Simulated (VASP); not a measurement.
Runs of VASP 6.6.1 on HgTe (Coloradoite). Symmetry: F-43m, No. 216, cubic system. Conventional cell: a = 6.429 Å, b = 6.429 Å, c = 6.429 Å, α = 90.00°, β = 90.00°, γ = 90.00°. Hg (site symmetry -43m) has 4 Te at 2.78 Å as nearest neighbours. Te (site symmetry -43m) is surrounded by 4 Hg at 2.78 Å. 

```csv
task,potentials or basis,cell,cutoff (eV),gap on the mesh (eV),pressure (GPa),relaxed volume (Å³/atom)
band structure,"VASP PAW PBE potentials, release 64 (Hg, Te)",as given,500,-,4.6,-
band structure,"VASP PAW PBE potentials, release 64 (Hg_sv_GW, Te_GW)",as given,600,-,4.5,-
relaxation of cell and atoms,"VASP PAW PBE potentials, release 64 (Hg_sv_GW, Te_GW)",relaxed,630,none,0.0,(b)
relaxation of cell and atoms,"VASP PAW PBE potentials, release 64 (Hg, Te)",relaxed,580,none,0.0,36.83
band structure,"VASP PAW PBE potentials, release 64 (Hg_sv_GW, Te_GW)",as given,550,-,(a),-
```

Alike in all rows: level PBE; no spin polarisation; k mesh 7 × 7 × 7; smearing fermi-dirac 0.05 eV.

Fill in the values left out.

(a) 4.4; (b) 36.69.

Caveats: spin-orbit coupling is left out, which moves the levels of the heavy elements (some runs); the volume moved by +10 % from the deposited cell, more than functionals usually miss (some runs); the volume moved by +11 % from the deposited cell, more than functionals usually miss (some runs).

A k mesh can miss the band edges, and the runs leave out spin-orbit coupling on Hg, Te.

A gap of «none» marks a metal or a gap under the smearing width.

The runs don't all hold the same shells in valence.
